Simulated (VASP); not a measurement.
# BaS (Fm-3m) in VASP: notebook

Aim: see how the results for BaS move with the level of theory and the settings. Levels: PBE, r2SCAN. Tasks: single point.

Everything below comes from runs of VASP 6.6.1. Logs are shortened: lines on timing, memory, paths and dates and some standing lists are left out, and cuts for length are marked.

**Experimental background.**

A printed reference work, monograph, original work of 1988 reports, for a bulk crystal of BaS at 2 K: band gap 3.806 eV (indirect).

How close the calculation comes is told below.

## (1) The cell of the first run

Symmetry: Fm-3m, No. 225, cubic system. Conventional cell: a = 6.636 Å, b = 6.636 Å, c = 6.636 Å, α = 90.00°, β = 90.00°, γ = 90.00°. Within 4.4 Å of Ba (site symmetry m-3m) lie 6 S at 3.32 Å. Within 4.4 Å of S (site symmetry m-3m) lie 6 Ba at 3.32 Å.

## (2) Single point, PBE (volume scaled by 1.10)

Input file INCAR:

```
PREC = Accurate ; ENCUT = 520
EDIFF = 1E-6 ; ISMEAR = 0
SIGMA = 0.02 ; LREAL = F
LASPH = T ; NELM = 80
ALGO = Normal ; ISIF = 2
LWAVE = F ; LCHARG = F
GGA = PE ; NBANDS = 15
```

Input file KPOINTS:

```
Automatic mesh
0
Gamma
  8 8 8
```

Input file POSCAR:

```
BaS
1.0
    0.0000000000      3.3181536479      3.3181536479
    3.3181536479      0.0000000000      3.3181536479
    3.3181536479      3.3181536479      0.0000000000
Ba S
1 1
Direct
    0.0000000000      0.0000000000      0.0000000000
    0.5000000000      0.5000000000      0.5000000000
```

Potentials or basis: VASP PAW PBE potentials, release 64 (Ba_sv, S).

On the command line:

```sh
$ cat potpaw_PBE.64/Ba_sv/POTCAR potpaw_PBE.64/S/POTCAR > POTCAR
$ mpirun -np 1 vasp_std > vasp.out
```

OUTCAR:

```text
PREC = Accurate
   ENCUT = 520
   EDIFF = 1E-6
   ISMEAR = 0
   LREAL = F
   LASPH = T
   NELM = 80
   ISIF = 2
   GGA = PE

 ion  position               nearest neighbor table
   1  0.000  0.000  0.000-   2 3.32   2 3.32   2 3.32   2 3.32   2 3.32   2 3.32
   2  0.500  0.500  0.500-   1 3.32   1 3.32   1 3.32   1 3.32   1 3.32   1 3.32

  LATTYP: Found a face centered cubic cell.
 ALAT       =     6.6363072958

  Lattice vectors:

 A1 = (   0.0000000000,   3.3181536479,   3.3181536479)
 A2 = (   3.3181536479,   0.0000000000,   3.3181536479)
 A3 = (   3.3181536479,   3.3181536479,   0.0000000000)

Analysis of symmetry for initial positions (statically):
=====================================================================
 Subroutine PRICEL returns:
 Original cell was already a primitive cell.

 Routine SETGRP: Setting up the symmetry group for a
 face centered cubic supercell.

 Subroutine GETGRP returns: Found 48 space group operations
 (whereof 48 operations were pure point group operations)
 out of a pool of 48 trial point group operations.

The static configuration has the point symmetry O_h .

Analysis of symmetry for dynamics (positions and initial velocities):
=====================================================================
 Subroutine PRICEL returns:
 Original cell was already a primitive cell.

 Routine SETGRP: Setting up the symmetry group for a
 face centered cubic supercell.

 Subroutine GETGRP returns: Found 48 space group operations
 (whereof 48 operations were pure point group operations)
 out of a pool of 48 trial point group operations.

The dynamic configuration has the point symmetry O_h .

 Subroutine INISYM returns: Found 48 space group operations
 (whereof 48 operations are pure point group operations),
 and found     1 'primitive' translations

----------------------------------------------------------------------------------------

                                     Primitive cell

  volume of cell :      73.0667

  direct lattice vectors                    reciprocal lattice vectors
     0.000000000  3.318153648  3.318153648    -0.150686211  0.150686211  0.150686211
     3.318153648  0.000000000  3.318153648     0.150686211 -0.150686211  0.150686211
     3.318153648  3.318153648  0.000000000     0.150686211  0.150686211 -0.150686211

  length of vectors
     4.692577891  4.692577891  4.692577891     0.260996173  0.260996173  0.260996173

  position of ions in fractional coordinates (direct lattice)
     0.000000000  0.000000000  0.000000000
     0.500000000  0.500000000  0.500000000

  ion indices of the primitive-cell ions
   primitive index   ion index
                 1           1
                 2           2

----------------------------------------------------------------------------------------

 KPOINTS: Automatic mesh

Automatic generation of k-mesh.
 Grid dimensions read from file:
 generate k-points for:    8    8    8

 Generating k-lattice:

  Cartesian coordinates                     Fractional coordinates (reciprocal lattice)
    -0.018835776  0.018835776  0.018835776     0.125000000  0.000000000  0.000000000
     0.018835776 -0.018835776  0.018835776     0.000000000  0.125000000  0.000000000
     0.018835776  0.018835776 -0.018835776     0.000000000  0.000000000  0.125000000

  Length of vectors
     0.032624522  0.032624522  0.032624522

  Shift w.r.t. Gamma in fractional coordinates (k-lattice)
     0.000000000  0.000000000  0.000000000

 Subroutine IBZKPT returns following result:
 ===========================================

 Found     29 irreducible k-points:

 Following reciprocal coordinates:
            Coordinates               Weight
  0.000000  0.000000  0.000000      1.000000
  0.125000  0.000000  0.000000      8.000000
  0.250000  0.000000  0.000000      8.000000
  0.375000  0.000000  0.000000      8.000000
  0.500000  0.000000  0.000000      4.000000
  0.125000  0.125000  0.000000      6.000000
[... 16 lines left out ...]
  0.500000  0.250000  0.125000     48.000000
 -0.375000  0.250000  0.125000     24.000000
 [... further k-points ...]
   k-points           NKPTS =     29   k-points in BZ     NKDIM =     29   number of bands    NBANDS=     15
   number of dos      NEDOS =    301   number of ions     NIONS =      2
   total plane-waves  NPLWV =  46656
   dimension x,y,z NGX =    36 NGY =   36 NGZ =   36
   dimension x,y,z NGXF=    72 NGYF=   72 NGZF=   72
   ions per type =               1   1
   NGX,Y,Z   is equivalent  to a cutoff of  12.75, 12.75, 12.75 a.u.
   NGXF,Y,Z  is equivalent  to a cutoff of  25.51, 25.51, 25.51 a.u.
 SYSTEM =  unknown system
   PREC   = accura    normal or accurate (medium, high low for compatibility)
   ISTART =      0    job   : 0-new  1-cont  2-samecut
   ICHARG =      2    charge: 1-file 2-atom 10-const
   ISPIN  =      1    spin polarized calculation?
   LNONCOLLINEAR =      F non collinear calculations
   LSORBIT =      F    spin-orbit coupling
   LASPH  =      T    aspherical Exc in radial PAW
   ENCUT  =  520.0 eV  38.22 Ry    6.18 a.u.   8.73  8.73  8.73*2*pi/ulx,y,z
   NELM   =     80;   NELMIN=  2; NELMDL= -5     # of ELM steps
   EDIFF  = 0.1E-05   stopping-criterion for ELM
   LREAL  =      F    real-space projection
   EDIFFG = 0.1E-04   stopping-criterion for IOM
   NSW    =      0    number of steps for IOM
   IBRION =     -1    ionic relax: 0-MD 1-quasi-New 2-CG
   NFREE  =      0    steps in history (QN), initial steepest desc. (CG)
   ISIF   =      2    stress and relaxation
   ISYM   =      2    0-nonsym 1-usesym 2-fastsym
   POTIM  = 0.5000    time-step for ionic-motion
   TEBEG  =    0.0;   TEEND  =   0.0 temperature during run
   PSTRESS=    0.0 pullay stress
   NELECT =      16.0000    total number of electrons
   NUPDOWN=      -1.0000    fix difference up-down
   EMIN   =  10.00;   EMAX   =-10.00  energy-range for DOS
   EFERMI =   0.00;   METHOD = LEGACY
   ISMEAR =     0;   SIGMA  =   0.02  broadening in eV -4-tet -1-fermi 0-gaus
   EFERMI_NEDOS =   21; number of points for ismear=-14 and -15
   IALGO  =     38    algorithm
   IMIX   =      4    mixing-type and parameters
     AMIX     =   0.40;   BMIX     =  1.00
     AMIX_MAG =   1.60;   BMIX_MAG =  1.00
  volume/ion in A,a.u.               =      36.53       246.54
  Fermi-wavevector in a.u.,A,eV,Ry     =   0.986753  1.864692 13.247733  0.973681
  Thomas-Fermi vector in A             =   2.118157
   LORBIT       =      0    0 simple, 1 ext, 2 COOP (PROOUT), +10 PAW based schemes
   GGA     = PE    functional components
   LHFCALC =     F    Hartree Fock is set to
   AEXX    =    0.0000 exact exchange contribution
   IVDW    =     0    specifies the selected vdW correction
   LEPSILON=     F    determine dielectric tensor
   LRPA    =     F    only Hartree local field effects (RPA)
 non-spin polarized calculation
 Gauss-broadening in eV      SIGMA  =   0.02
  energy-cutoff  :      520.00
  volume of cell :       73.07
 maximum number of plane-waves:      1996
   NGX = 17   NGY = 17   NGZ = 17

 number of electron      15.9999999 magnetization

 Free energy of the ion-electron system (eV)
  ---------------------------------------------------
  ext. energy  EPLUGINS =         0.00000000
  ---------------------------------------------------
  free energy    TOTEN  =       -10.13968565 eV

  energy without entropy =      -10.13968565  energy(sigma->0) =      -10.13968565

 E-fermi :   1.0207     XC(G=0):  -8.1600

 val. band max:        0.9017860201   @ k =   0.0000   0.0000   0.0000
 cond. band min:       3.1651997371   @ k =   0.5000   0.5000   0.0000
 fundamental gap:      2.2634137170
 Fermi energy:         1.0207402301

 k-point     1 :       0.0000    0.0000    0.0000
  band No.  band energies     occupation
      1     -25.5607      2.00000
      2     -10.6224      2.00000
      3     -10.6224      2.00000
      4     -10.6224      2.00000
      5      -9.2926      2.00000
      6       0.9018      2.00000
      7       0.9018      2.00000
      8       0.9018      2.00000
      9       3.9718      0.00000
     10       4.7247      0.00000
     11       4.7247      0.00000
     12       4.7247      0.00000
     13       5.5359      0.00000
     14       5.5359      0.00000
     15       9.4178      0.00000

 k-point     2 :       0.1250    0.0000    0.0000
  band No.  band energies     occupation
      1     -25.5571      2.00000
      2     -10.7656      2.00000
      3     -10.6266      2.00000
      4     -10.6266      2.00000
      5      -9.1368      2.00000
      6       0.5358      2.00000
      7       0.7356      2.00000
      8       0.7356      2.00000
      9       4.4504      0.00000
     10       4.7945      0.00000
     11       4.9280      0.00000
     12       4.9280      0.00000
     13       5.9122      0.00000
     14       5.9122      0.00000
     15       9.9590      0.00000

 k-point     3 :       0.2500    0.0000    0.0000
  band No.  band energies     occupation
      1     -25.5484      2.00000
      2     -11.0317      2.00000
      3     -10.6365      2.00000
      4     -10.6365      2.00000
      5      -8.8392      2.00000
      6      -0.1155      2.00000
      7       0.3977      2.00000
      8       0.3977      2.00000
      9       4.8719      0.00000
     10       5.4932      0.00000
     11       5.4932      0.00000
     12       5.6548      0.00000
     13       6.8658      0.00000
     14       6.8658      0.00000
     15      10.8621      0.00000

 k-point     4 :       0.3750    0.0000    0.0000
  band No.  band energies     occupation
      1     -25.5396      2.00000
      2     -11.2408      2.00000
      3     -10.6463      2.00000
      4     -10.6463      2.00000
      5      -8.5970      2.00000
      6      -0.6168      2.00000
      7       0.1184      2.00000
      8       0.1184      2.00000
      9       5.3981      0.00000
     10       6.2793      0.00000
     11       6.2793      0.00000
     12       6.4482      0.00000
     13       8.0511      0.00000
     14       8.0511      0.00000
     15      10.3113      0.00000
[... 307 lines left out ...]
 k-point    22 :       0.3750    0.2500    0.1250
  band No.  band energies     occupation
      1     -25.5420      2.00000
      2     -11.0492      2.00000
      3     -10.7077      2.00000
      4     -10.6555      2.00000
      5      -8.8233      2.00000
      6      -0.3120      2.00000
      7       0.3261      2.00000
      8       0.6154      2.00000
      9       4.2861      0.00000
     10       5.4931      0.00000
     11       6.1263      0.00000
     12       6.5637      0.00000
     13       6.7047      0.00000
     14       8.3371      0.00000
     15      10.4143      0.00000

 k-point    23 :       0.5000    0.2500    0.1250
  band No.  band energies     occupation
      1     -25.5351      2.00000
      2     -11.1381      2.00000
      3     -10.7409      2.00000
      4     -10.6758      2.00000
      5      -8.7369      2.00000
      6      -0.3938      2.00000
      7       0.1341      2.00000
      8       0.4002      2.00000
      9       4.7014      0.00000
     10       6.0533      0.00000
     11       6.6502      0.00000
     12       6.7642      0.00000
     13       7.8055      0.00000
     14       8.9040      0.00000
     15       9.4329      0.00000

 k-point    24 :      -0.3750    0.2500    0.1250
  band No.  band energies     occupation
      1     -25.5322      2.00000
      2     -11.1736      2.00000
      3     -10.7477      2.00000
      4     -10.6904      2.00000
      5      -8.7037      2.00000
      6      -0.4160      2.00000
      7       0.1618      2.00000
      8       0.1946      2.00000
      9       5.3947      0.00000
     10       5.5396      0.00000
     11       7.0707      0.00000
     12       7.1540      0.00000
     13       8.0995      0.00000
     14       9.0091      0.00000
     15       9.4111      0.00000

 [... further k-points ...]

------------------------ aborting loop because EDIFF is reached ----------------------------------------

  FORCE on cell =-STRESS in cart. coord.  units (eV):
  Direction    XX          YY          ZZ          XY          YZ          ZX
  --------------------------------------------------------------------------------------
  -------------------------------------------------------------------------------------
  Total       -1.2939923     -1.2939923     -1.2939923      0.0000000     -0.0000000      0.0000000
  in kB      -28.3741471    -28.3741471    -28.3741471      0.0000000     -0.0000000      0.0000000
  external PRESSURE =     -28.3741471 kB  Pullay stress =       0.0000000 kB

 VOLUME and BASIS-vectors are now :
 -----------------------------------------------------------------------------
  energy-cutoff  :      520.00
  volume of cell :       73.07
      direct lattice vectors                 reciprocal lattice vectors
     0.000000000  3.318153648  3.318153648    -0.150686211  0.150686211  0.150686211
     3.318153648  0.000000000  3.318153648     0.150686211 -0.150686211  0.150686211
     3.318153648  3.318153648  0.000000000     0.150686211  0.150686211 -0.150686211

 POSITION                                       TOTAL-FORCE (eV/Angst)
 -----------------------------------------------------------------------------------
      0.00000      0.00000      0.00000        -0.000000     -0.000000     -0.000000
      3.31815      3.31815      3.31815         0.000000      0.000000      0.000000
 -----------------------------------------------------------------------------------
    total drift:                                0.000000      0.000000      0.000000

  FREE ENERGIE OF THE ION-ELECTRON SYSTEM (eV)
  ---------------------------------------------------
  free  energy   TOTEN  =       -10.1396856474 eV

  energy  without entropy=      -10.1396856474  energy(sigma->0) =      -10.13968565
```

Wall time 19 s (1 thread of Intel Xeon 6975P-C (Granite Rapids), shared host); peak memory 0.21 GiB.

Results:

```
Free energy            : -10.1397 eV
Pressure               : -2.8 GPa
Band gap on the k mesh : 2.26 eV, indirect (least direct gap 2.45 eV)
```

Caveat: the cell differs from its parent crystal (volume scaled by 1.10); spin-orbit coupling is left out, which moves the levels of the heavy elements. A k mesh can miss the band edges.

## (3) Single point, r2SCAN

This run uses another cell than the first one, of 33.21 Å³/atom, 0.909 times its volume.

Input file POSCAR:

```
BaS
1.0
    0.0000000000      3.2143926808      3.2143926808
    3.2143926808      0.0000000000      3.2143926808
    3.2143926808      3.2143926808      0.0000000000
Ba S
1 1
Direct
    0.0000000000      0.0000000000      0.0000000000
    0.5000000000      0.5000000000      0.5000000000
```

Input file INCAR.step1:

```
SYSTEM = BaS
PREC = Accurate ; ENCUT = 520
ISMEAR = 0 ; SIGMA = 0.02
LREAL = .FALSE. ; LASPH = .TRUE.
NELM = 100 ; NBANDS = 15
GGA = PE ; ALGO = Normal
EDIFF = 1E-4 ; LWAVE = .TRUE.
LCHARG = .FALSE.
```

Input file INCAR.step2:

```
SYSTEM = BaS
PREC = Accurate ; ENCUT = 520
EDIFF = 1E-6 ; ISMEAR = 0
SIGMA = 0.02 ; LREAL = .FALSE.
LASPH = .TRUE. ; NELM = 100
ALGO = Normal ; ISIF = 2
LWAVE = .FALSE. ; LCHARG = .FALSE.
METAGGA = R2SCAN ; LMIXTAU = .TRUE.
NBANDS = 15 ; ISTART = 1
```

Input file KPOINTS:

```
Automatic mesh
0
G
  8 8 8
  0 0 0
```

Potentials or basis: VASP PAW PBE potentials, release 64 (Ba_sv, S).

On the command line:

```sh
$ cat potpaw_PBE.64/Ba_sv/POTCAR potpaw_PBE.64/S/POTCAR > POTCAR
$ cp INCAR.step1 INCAR
$ mpirun -np 1 vasp_std > vasp.out
$ cp INCAR.step2 INCAR
$ mpirun -np 1 vasp_std > vasp.out
```

Run time: 94 s. Hardware: 1 thread of Intel Xeon 6975P-C, shared host; peak memory 0.23 GiB.

The run converged. Its results:

```
Free energy            : -39.2059 eV
Pressure               : 0.5 GPa
Band gap on the k mesh : 2.50 eV, indirect (least direct gap 2.64 eV)
```

Levels at points of the mesh, in eV from the valence-band top:
```tsv
k point	band 5	band 6	band 7	band 8	band 9	band 10	band 11	band 12
(0.00, 0.00, 0.00)	-10.77	0.00	0.00	0.00	4.12	4.30	4.30	4.30
(0.50, 0.00, 0.00)	-9.52	-1.87	-1.05	-1.05	5.97	6.08	6.78	6.78
(0.50, 0.50, 0.00)	-10.68	-0.55	-0.15	-0.15	2.50	6.47	6.60	7.94
```

Caveat: the PAW data sets were made with another functional, which shifts forces and pressure a little; spin-orbit coupling is left out, which moves the levels of the heavy elements.

## (4) Single point, r2SCAN

This run uses another cell than the first one, of 33.21 Å³/atom, 0.909 times its volume.

POSCAR is that of step 3.

Input file INCAR.step1:

```
  PREC = Accurate
  ENCUT = 520
  ISMEAR = 0
  SIGMA = 0.02
  LREAL = F
  LASPH = T
  NELM = 100
  NBANDS = 15
  GGA = PE
  ALGO = Normal
  EDIFF = 1E-4
  LWAVE = T
  LCHARG = F
```

Input file INCAR.step2:

```
  PREC = Accurate
  ENCUT = 520
  EDIFF = 1E-6
  ISMEAR = 0
  SIGMA = 0.02
  LREAL = F
  LASPH = T
  NELM = 100
  ALGO = Normal
  ISIF = 2
  LWAVE = F
  LCHARG = T
  METAGGA = R2SCAN
  LMIXTAU = T
  LELF = T
  LVHAR = T
  NBANDS = 15
  ISTART = 1
```

Input file KPOINTS:

```
regular mesh
0
Gamma
  8 8 8
```

On the command line:

```sh
$ cat potpaw_PBE.64/Ba_sv/POTCAR potpaw_PBE.64/S/POTCAR > POTCAR
$ cp INCAR.step1 INCAR
$ mpirun -np 1 vasp_std > vasp.out
$ cp INCAR.step2 INCAR
$ mpirun -np 1 vasp_std > vasp.out
```

Run time: 99 s. Hardware: 1 thread of Intel Xeon 6975P-C, shared host; peak memory 0.23 GiB.

The run converged. Its results:

| Property | Result |
| --- | --- |
| Free energy | -39.2059 eV |
| Pressure | 0.5 GPa |
| Band gap on the k mesh | 2.50 eV, indirect (least direct gap 2.64 eV) |

Levels at points of the mesh, in eV from the valence-band top:
```tsv
k point	band 6	band 7	band 8	band 9	band 10	band 11
(0.00, 0.00, 0.00)	0.00	0.00	0.00	4.12	4.30	4.30
(0.50, 0.00, 0.00)	-1.87	-1.05	-1.05	5.97	6.08	6.78
(0.50, 0.50, 0.00)	-0.55	-0.15	-0.15	2.50	6.47	6.60
```

Caveat: the PAW data sets were made with another functional, which shifts forces and pressure a little; spin-orbit coupling is left out, which moves the levels of the heavy elements.

## (5) How close it comes

Step 3. A measured gap of BaS is 3.806 eV (indirect; 2 K; a printed reference work, monograph, original work of 1988); the calculated 2.50 eV misses it by -1.31 eV. Spin-orbit coupling on Ba is left out. The value is that of r2SCAN on a finite k mesh, which can miss the band edges, without temperature or zero-point motion.

Step 4. Against the measured gap of BaS, 3.806 eV (indirect; 2 K; a printed reference work, monograph, original work of 1988), the calculated 2.50 eV is off by -1.31 eV. Spin-orbit coupling on Ba is left out. The value is that of r2SCAN on a finite k mesh, which can miss the band edges, without temperature or zero-point motion.
